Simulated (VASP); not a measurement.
**AlN under biaxial strain**

How does AlN answer to strain in the plane, when the third axis is free? The starting structure is a measured crystal structure from the Crystallography Open Database. All runs use LDA. The equilibrium cell comes from relaxations that aren't shown. Its Cartesian x and y axes are then stretched or squeezed alike, and the third axis is relaxed.

Program: VASP 6.6.1. Level of theory: Kohn-Sham DFT with plane waves and PAW; LDA. Results are calculated unless marked as measured.

### Step 1. Starting point

Symmetry: P6_3mc, No. 186, hexagonal system. Conventional cell: a = 3.081 Å, b = 3.081 Å, c = 5.031 Å, α = 90.00°, β = 90.00°, γ = 120.00°. Nearest to Al lie 4 N at 1.88 to 1.92 Å. Nearest to N lie 4 Al at 1.88 to 1.92 Å. Farther neighbours and most contacts between anions are not listed.

As a file:

```xyz
4
Lattice="3.0810 0.0000 0.0000 -1.5405 2.6682 0.0000 0.0000 0.0000 5.0310" Properties=species:S:1:pos:R:3 pbc="T T T"
Al    0.0000    1.7788    0.0000
Al    1.5405    0.8894    2.5155
N     0.0000    1.7788    1.9218
N     1.5405    0.8894    4.4373
```

### Step 2. Relaxation at no strain

This run starts from the cell of an earlier relaxation, which isn't shown; the restart sets up the plane waves anew.

File INCAR:

```
SYSTEM = AlN
PREC = Accurate
ENCUT = 560
EDIFF = 1E-07
NELM = 100
ISMEAR = 0
SIGMA = 0.03
LREAL = .FALSE.
ALGO = Normal
GGA = CA
NBANDS = 14
LORBIT = 11
LWAVE = .FALSE.
LCHARG = .FALSE.
KPAR = 8
IBRION = 2
NSW = 50
ISIF = 3
EDIFFG = -0.003
LATTICE_CONSTRAINTS = .FALSE. .FALSE. .TRUE.
```

File POSCAR:

```
AlN
1.0
    3.0916973466      0.0000000000      0.0000000000
   -1.5458486733      2.6774884440      0.0000000000
    0.0000000000      0.0000000000      4.9482348897
Al N
2 2
Direct
    0.3333333300      0.6666666700      0.0000171859
    0.6666666700      0.3333333300      0.5000171859
    0.3333333300      0.6666666700      0.3819828141
    0.6666666700      0.3333333300      0.8819828141
```

File KPOINTS:

```
Automatic mesh
0
Gamma
9 9 4
0 0 0
```

PAW data sets: Al and N (LDA family, release 64).

Command:

```console
mpirun -np 8 vasp_std
```

What it wrote:

```text
[banner, memory and clock lines left out]
running    8 mpi-ranks, on    1 nodes
 distrk:  each k-point on    1 cores,    8 groups
 distr:  one band on    1 cores,    1 groups

 POSCAR found type information on POSCAR AlN
 POSCAR found :  2 types and       4 ions
|                                                                             |
|           W    W    AA    RRRRR   N    N  II  N    N   GGGG   !!!           |
|           W    W   A  A   R    R  NN   N  II  NN   N  G    G  !!!           |
|           W    W  A    A  R    R  N N  N  II  N N  N  G       !!!           |
|           W WW W  AAAAAA  RRRRR   N  N N  II  N  N N  G  GGG   !            |
|           WW  WW  A    A  R   R   N   NN  II  N   NN  G    G                |
|           W    W  A    A  R    R  N    N  II  N    N   GGGG   !!!           |
|                                                                             |
|     For optimal performance we recommend to set                             |
|       NCORE = 2 up to number-of-cores-per-socket                            |
|     NCORE specifies how many cores store one orbital (NPAR=cpu/NCORE).      |
|     This setting can greatly improve the performance of VASP for DFT.       |
|     The default, NCORE=1 might be grossly inefficient on modern             |
|     multi-core architectures or massively parallel machines. Do your        |
|     Unfortunately you need to use the default for GW and RPA                |
|     calculations (for HF NCORE is supported but not extensively tested      |
|     yet).                                                                   |
|                                                                             |

 LDA part: xc-table for (Slater(with rela. corr.)+CA(PZ))
 , standard interpolation
 POSCAR, INCAR and KPOINTS ok, starting setup
 FFT: planning ... GRIDC
 FFT: planning ... GRID_SOFT
 FFT: planning ... GRID
 WAVECAR not read
 entering main loop
       N       E                     dE             d eps       ncg     rms          rms(c)
DAV:   1     0.464307455145E+02    0.46431E+02   -0.77884E+03  1008   0.109E+03
DAV:   2    -0.342676741430E+02   -0.80698E+02   -0.74203E+02  1438   0.200E+02
DAV:   3    -0.379518581228E+02   -0.36842E+01   -0.36673E+01  1308   0.441E+01
DAV:   4    -0.379739266562E+02   -0.22069E-01   -0.22064E-01  1194   0.416E+00
DAV:   5    -0.379741490712E+02   -0.22242E-03   -0.22240E-03  1284   0.411E-01    0.124E+01
DAV:   6    -0.329471588694E+02    0.50270E+01   -0.14127E+01  1146   0.275E+01    0.443E+00
DAV:   7    -0.329009926243E+02    0.46166E-01   -0.68072E-01  1188   0.544E+00    0.281E+00
DAV:   8    -0.328456312645E+02    0.55361E-01   -0.81290E-02  1212   0.256E+00    0.385E-01
DAV:   9    -0.328410412496E+02    0.45900E-02   -0.10868E-02  1296   0.742E-01    0.215E-01
DAV:  10    -0.328412098951E+02   -0.16865E-03   -0.81731E-04  1176   0.200E-01    0.104E-01
DAV:  11    -0.328411546986E+02    0.55196E-04   -0.12513E-04  1254   0.876E-02    0.203E-02
DAV:  12    -0.328411543863E+02    0.31233E-06   -0.21225E-06  1284   0.121E-02    0.544E-03
DAV:  13    -0.328411541541E+02    0.23221E-06   -0.12739E-06  1314   0.837E-03    0.909E-04
DAV:  14    -0.328411541749E+02   -0.20842E-07   -0.23229E-08   750   0.129E-03
   1 F= -.32841154E+02 E0= -.32841154E+02  d E =-.328412E+02
 curvature:   0.00 expect dE= 0.000E+00 dE for cont linesearch  0.000E+00
 trial: gam= 0.00000 g(F)=  0.615E-08 g(S)=  0.293E-06 ort = 0.000E+00 (trialstep = 0.100E+01)
 search vector abs. value=  0.299E-06
 reached required accuracy - stopping structural energy minimisation
```

The job ended after 2.4 s (8 MPI ranks of Intel Xeon 6975P-C (Granite Rapids), shared host; peak memory 1.2 GiB; 15 s of CPU time).

The logs omit lines about the potential files and the build; timing stands in the text.

From OUTCAR (step 2):

```text
ion  position               nearest neighbor table
   1  0.333  0.667  0.000-   4 1.88   4 1.88   4 1.88   3 1.89   2 3.05   2 3.05   2 3.05   2 3.05
                             2 3.05   2 3.05
   2  0.667  0.333  0.500-   3 1.88   3 1.88   3 1.88   4 1.89   1 3.05   1 3.05   1 3.05   1 3.05
                             1 3.05   1 3.05
   3  0.333  0.667  0.382-   2 1.88   2 1.88   2 1.88   1 1.89
   4  0.667  0.333  0.882-   1 1.88   1 1.88   1 1.88   2 1.89

  LATTYP: Found a hexagonal cell.
 ALAT       =     3.0916973466
 C/A-ratio  =     1.6004913596

 Subroutine GETGRP returns: Found 12 space group operations
 (whereof  6 operations were pure point group operations)

The static configuration has the point symmetry C_3v.
 The point group associated with its full space group is C_6v.

 Found     36 irreducible k-points:

   k-points           NKPTS =     36   k-points in BZ     NKDIM =     36   number of bands    NBANDS=     14

   dimension x,y,z NGX =    24 NGY =   24 NGZ =   40
   dimension x,y,z NGXF=    48 NGYF=   48 NGZF=   80

   ENCUT  =  560.0 eV  41.16 Ry    6.42 a.u.   5.97  5.97  9.55*2*pi/ulx,y,z

   NELECT =      16.0000    total number of electrons

 k-points in reciprocal lattice and weights: Automatic mesh
   0.00000000  0.00000000  0.00000000       0.003
   0.11111111  0.00000000  0.00000000       0.019
   0.22222222  0.00000000  0.00000000       0.019
   0.33333333 -0.00000000  0.00000000       0.019
   0.44444444  0.00000000  0.00000000       0.019
   0.11111111  0.11111111  0.00000000       0.019
   0.22222222  0.11111111  0.00000000       0.037
   0.33333333  0.11111111  0.00000000       0.037
   0.44444444  0.11111111  0.00000000       0.019
[...]
0.33333333  0.22222222  0.50000000       0.037
   0.33333333  0.33333333  0.50000000       0.006

 average (electrostatic) potential at core
       1 -69.6863       2 -69.6863       3 -59.6920       4 -59.6920

 E-fermi :   6.2971

 k-point     1 :       0.0000    0.0000    0.0000
  band No.  band energies     occupation
    ...
      4       5.1976      2.00000
      5       5.1976      2.00000
      6       5.8583      2.00000
      7       5.8583      2.00000
      8       6.0856      2.00000
      9      10.4833      0.00000
     10      12.7907      0.00000
     11      16.7174      0.00000
     12      17.1624      0.00000
     13      17.1624      0.00000
    ...

 k-point     2 :       0.1111    0.0000    0.0000
  band No.  band energies     occupation
    ...
      4       4.4801      2.00000
      5       4.9939      2.00000
      6       5.1887      2.00000
      7       5.8319      2.00000
      8       6.0132      2.00000
      9      11.1461      0.00000
     10      13.3925      0.00000
     11      16.0263      0.00000
     12      16.2470      0.00000
     13      17.6180      0.00000
    ...

 k-point     3 :       0.2222    0.0000    0.0000
  band No.  band energies     occupation
    ...
      4       2.9509      2.00000
      5       3.9215      2.00000
      6       4.5774      2.00000
      7       5.7012      2.00000
      8       5.7447      2.00000
      9      12.1966      0.00000
     10      13.8490      0.00000
     11      14.4121      0.00000
     12      15.9284      0.00000
     13      17.8304      0.00000
    ...

  Total        0.0021031      0.0021031      0.0049260      0.0000000      0.0000000      0.0000000
  in kB        0.0822619      0.0822619      0.1926768      0.0000000      0.0000000      0.0000000
  external PRESSURE =       0.1190669 kB  Pullay stress =       0.0000000 kB

  energy-cutoff  :      560.00
  volume of cell :       40.96
      direct lattice vectors                 reciprocal lattice vectors
     3.091697347  0.000000000  0.000000000     0.323446925  0.186742169  0.000000000
    -1.545848673  2.677488444  0.000000000     0.000000000  0.373484338  0.000000000
     0.000000000  0.000000000  4.948234890     0.000000000  0.000000000  0.202092266

 POSITION                                       TOTAL-FORCE (eV/Angst)
 -----------------------------------------------------------------------------------
     -0.00000      1.78499      0.00009        -0.000000      0.000000      0.000179
      1.54585      0.89250      2.47420         0.000000      0.000000      0.000179
     -0.00000      1.78499      1.89014         0.000000      0.000000     -0.000179
      1.54585      0.89250      4.36426        -0.000000      0.000000     -0.000179
 -----------------------------------------------------------------------------------
    total drift:                               -0.000008      0.000005     -0.000501

  FREE ENERGIE OF THE ION-ELECTRON SYSTEM (eV)
  ---------------------------------------------------
  free  energy   TOTEN  =       -32.8411541749 eV

  energy  without entropy=      -32.8411541749  energy(sigma->0) =      -32.84115417

 reached required accuracy - stopping structural energy minimisation

 total charge
# of ion       s       p       d       tot
------------------------------------------
    1        0.378   0.461   0.000   0.839
    2        0.378   0.461   0.000   0.839
    3        1.209   2.625   0.000   3.834
    4        1.209   2.625   0.000   3.834
--------------------------------------------------
tot          3.174   6.173   0.000   9.348

[... 3 further parts left out ...]
```

The run keeps the 12 symmetry operations of its start, so it cannot find a distortion of lower symmetry.

No strain: 10.240 Å³ an atom and a mean stress of 0.01 GPa, with a third cell vector of 4.948 Å, and 4.398 eV of gap on the mesh. Further runs on this cell, not shown, give the modes B1 (2) 731.8, E1 681.6, E2 (1) 239.2 cm⁻¹.

### Step 3. Relaxation at -2 % along x and y

This run starts from the cell of an earlier relaxation, which isn't shown; the restart sets up the plane waves anew.

INCAR is that of step 2.

File POSCAR:

```
AlN
1.0
    3.0298633997      0.0000000000      0.0000000000
   -1.5149316998      2.6239386751      0.0000000000
    0.0000000000      0.0000000000      5.0057229204
Al N
2 2
Direct
    0.3333333300      0.6666666700      0.0029903499
    0.6666666700      0.3333333300      0.5029903499
    0.3333333300      0.6666666700      0.3790096501
    0.6666666700      0.3333333300      0.8790096501
```

KPOINTS is that of step 2.

Command:

```console
mpirun -np 8 vasp_std
```

What it wrote:

```text
[banner, memory and clock lines left out]
running    8 mpi-ranks, on    1 nodes
[...]
[... a notice as in an earlier step ...]

 LDA part: xc-table for (Slater(with rela. corr.)+CA(PZ))
 , standard interpolation
 POSCAR, INCAR and KPOINTS ok, starting setup
[...]
entering main loop
       N       E                     dE             d eps       ncg     rms          rms(c)
DAV:   1     0.453967235063E+02    0.45397E+02   -0.79563E+03  1008   0.109E+03
DAV:   2    -0.344725722122E+02   -0.79869E+02   -0.73214E+02  1372   0.207E+02
DAV:   3    -0.380450151246E+02   -0.35724E+01   -0.35563E+01  1380   0.443E+01
DAV:   4    -0.380657960234E+02   -0.20781E-01   -0.20779E-01  1086   0.409E+00
[...]
DAV:  12    -0.327896242630E+02    0.24491E-06   -0.21938E-06  1314   0.114E-02    0.583E-03
DAV:  13    -0.327896240976E+02    0.16543E-06   -0.78675E-07  1248   0.681E-03    0.403E-04
DAV:  14    -0.327896241140E+02   -0.16384E-07   -0.17051E-08   690   0.109E-03
   1 F= -.32789624E+02 E0= -.32789624E+02  d E =-.327896E+02
[...]
reached required accuracy - stopping structural energy minimisation
```

Wall time 2.2 s (8 MPI ranks); peak memory 1.2 GiB; 12 s of CPU time.

Parts of OUTCAR (step 3):

```text
  Total        2.5512552      2.5512552      0.0021529      0.0000000      0.0000000      0.0000000
  in kB      102.7119423    102.7119424      0.0866746      0.0000000      0.0000000      0.0000000
  external PRESSURE =      68.5035198 kB  Pullay stress =       0.0000000 kB

 POSITION                                       TOTAL-FORCE (eV/Angst)
 -----------------------------------------------------------------------------------
     -0.00000      1.74929      0.01497        -0.000000     -0.000000      0.000611
      1.51493      0.87465      2.51783        -0.000000      0.000000      0.000611
     -0.00000      1.74929      1.89722        -0.000000      0.000000     -0.000611
      1.51493      0.87465      4.40008         0.000000     -0.000000     -0.000611
 -----------------------------------------------------------------------------------
    total drift:                               -0.000008      0.000005     -0.000158

  FREE ENERGIE OF THE ION-ELECTRON SYSTEM (eV)
  ---------------------------------------------------
  free  energy   TOTEN  =       -32.7896241140 eV

  energy  without entropy=      -32.7896241140  energy(sigma->0) =      -32.78962411

[... 2 parts as in an earlier step ...]

[... 2 further parts left out ...]
[key lines of the parts left out:]
E-fermi :   6.4445
```

-2 % along x and y: 9.949 Å³ an atom and a mean stress of 6.85 GPa, with a third cell vector of 5.006 Å, and 4.745 eV of gap on the mesh. Further runs on this cell, not shown, give the modes B1 (2) 749.8, E1 712.7, E2 (1) 230.2 cm⁻¹.

### Step 4. Relaxation at +2 % along x and y

This run starts from the cell of an earlier relaxation, which isn't shown; the restart sets up the plane waves anew.

INCAR is that of step 3.

File POSCAR:

```
AlN
1.0
    3.1535312935      0.0000000000      0.0000000000
   -1.5767656468      2.7310382129      0.0000000000
    0.0000000000      0.0000000000      4.8847881188
Al N
2 2
Direct
    0.3333333300      0.6666666700      0.9969329150
    0.6666666700      0.3333333300      0.4969329150
    0.3333333300      0.6666666700      0.3850670850
    0.6666666700      0.3333333300      0.8850670850
```

KPOINTS is that of step 3.

Command:

```console
mpirun -np 8 vasp_std
```

What it wrote:

```text
[... set-up lines as in an earlier step ...]
 entering main loop
       N       E                     dE             d eps       ncg     rms          rms(c)
DAV:   1     0.474591304081E+02    0.47459E+02   -0.77387E+03  1008   0.108E+03
DAV:   2    -0.339528770195E+02   -0.81412E+02   -0.73648E+02  1436   0.202E+02
DAV:   3    -0.377798484685E+02   -0.38270E+01   -0.38087E+01  1332   0.453E+01
DAV:   4    -0.378037653427E+02   -0.23917E-01   -0.23913E-01  1128   0.430E+00
[...]
DAV:  12    -0.327957509856E+02    0.34614E-06   -0.28801E-06  1224   0.139E-02    0.773E-03
DAV:  13    -0.327957505724E+02    0.41323E-06   -0.16476E-06  1350   0.950E-03    0.604E-04
DAV:  14    -0.327957505761E+02   -0.37290E-08   -0.36139E-08   714   0.159E-03
   1 F= -.32795751E+02 E0= -.32795751E+02  d E =-.327958E+02
[...]
reached required accuracy - stopping structural energy minimisation
```

Wall time 1.8 s (8 MPI ranks); peak memory 1.2 GiB; 11 s of CPU time.

OUTCAR, selected parts (step 4):

```text
  Total       -2.2910156     -2.2910156     -0.0031193      0.0000000      0.0000000      0.0000000
  in kB      -87.2505093    -87.2505093     -0.1187945      0.0000000      0.0000000      0.0000000
  external PRESSURE =     -58.2066044 kB  Pullay stress =       0.0000000 kB

 POSITION                                       TOTAL-FORCE (eV/Angst)
 -----------------------------------------------------------------------------------
     -0.00000      1.82069      4.86981         0.000000      0.000000     -0.001661
      1.57677      0.91035      2.42741         0.000000     -0.000000     -0.001661
     -0.00000      1.82069      1.88097         0.000000     -0.000000      0.001661
      1.57677      0.91035      4.32337        -0.000000      0.000000      0.001661
 -----------------------------------------------------------------------------------
    total drift:                               -0.000009      0.000005      0.001079

  FREE ENERGIE OF THE ION-ELECTRON SYSTEM (eV)
  ---------------------------------------------------
  free  energy   TOTEN  =       -32.7957505761 eV

  energy  without entropy=      -32.7957505761  energy(sigma->0) =      -32.79575058

[... 2 parts as in an earlier step ...]

[... 2 further parts left out ...]
[key lines of the parts left out:]
E-fermi :   6.1835
```

+2 % along x and y: 10.517 Å³ an atom and a mean stress of -5.82 GPa, with a third cell vector of 4.885 Å, and 3.978 eV of gap on the mesh. Further runs on this cell, not shown, give the modes B1 (2) 717.1, E1 648.9, E2 (1) 247.2 cm⁻¹.

### Step 5. Relaxation at -1 % along x and y

This run starts from the cell of an earlier relaxation, which isn't shown; the restart sets up the plane waves anew.

INCAR is that of step 4.

File POSCAR:

```
AlN
1.0
    3.0607803731      0.0000000000      0.0000000000
   -1.5303901866      2.6507135596      0.0000000000
    0.0000000000      0.0000000000      4.9777235184
Al N
2 2
Direct
    0.3333333300      0.6666666700      0.0015173519
    0.6666666700      0.3333333300      0.5015173519
    0.3333333300      0.6666666700      0.3804826481
    0.6666666700      0.3333333300      0.8804826481
```

KPOINTS is that of step 4.

Command:

```console
mpirun -np 8 vasp_std
```

What it wrote:

```text
[... set-up lines as in an earlier step ...]
 entering main loop
       N       E                     dE             d eps       ncg     rms          rms(c)
DAV:   1     0.458262133542E+02    0.45826E+02   -0.79561E+03  1008   0.109E+03
DAV:   2    -0.343463998808E+02   -0.80173E+02   -0.73967E+02  1428   0.201E+02
DAV:   3    -0.380093870462E+02   -0.36630E+01   -0.36492E+01  1356   0.441E+01
DAV:   4    -0.380305241760E+02   -0.21137E-01   -0.21134E-01  1122   0.409E+00
[...]
DAV:  12    -0.328283985825E+02    0.23307E-06   -0.20404E-06  1278   0.119E-02    0.501E-03
DAV:  13    -0.328283983943E+02    0.18820E-06   -0.10267E-06  1302   0.755E-03    0.750E-04
DAV:  14    -0.328283984125E+02   -0.18161E-07   -0.19077E-08   678   0.117E-03
   1 F= -.32828398E+02 E0= -.32828398E+02  d E =-.328284E+02
[...]
reached required accuracy - stopping structural energy minimisation
```

Elapsed: 2.2 s, on 8 MPI ranks; peak memory 1.2 GiB; 12 s of CPU time.

Parts of OUTCAR (step 5):

```text
  Total        1.2446929      1.2446929      0.0023830     -0.0000000      0.0000000      0.0000000
  in kB       49.3795424     49.3795424      0.0945380     -0.0000000      0.0000000      0.0000000
  external PRESSURE =      32.9512076 kB  Pullay stress =       0.0000000 kB

 POSITION                                       TOTAL-FORCE (eV/Angst)
 -----------------------------------------------------------------------------------
     -0.00000      1.76714      0.00755        -0.000000     -0.000000      0.000118
      1.53039      0.88357      2.49641         0.000000      0.000000      0.000118
     -0.00000      1.76714      1.89394         0.000000     -0.000000     -0.000118
      1.53039      0.88357      4.38280        -0.000000      0.000000     -0.000118
 -----------------------------------------------------------------------------------
    total drift:                               -0.000008      0.000005     -0.000351

  FREE ENERGIE OF THE ION-ELECTRON SYSTEM (eV)
  ---------------------------------------------------
  free  energy   TOTEN  =       -32.8283984125 eV

  energy  without entropy=      -32.8283984125  energy(sigma->0) =      -32.82839841

[... 2 parts as in an earlier step ...]

[... 2 further parts left out ...]
[key lines of the parts left out:]
E-fermi :   6.2997
```

-1 % along x and y: 10.096 Å³ an atom and a mean stress of 3.30 GPa, with a third cell vector of 4.978 Å, and 4.609 eV of gap on the mesh. Further runs on this cell, not shown, give the modes B1 (2) 740.4, E1 697.4, E2 (1) 234.9 cm⁻¹.

(Continued in part 2 of 2.)

[Lines on the potential files, build, host, timing and source positions are cut from VASP's logs without a mark.]

[Logs are printed without paths, hosts, clocks, repeated set-up lines and the standing remarks that a program may print on its own settings, such as how far it seeks lower states.]

[Hosts, paths, dates, database ids (printed as entryN), source tags and the programs' standing remarks are cut or masked in the printed files.]
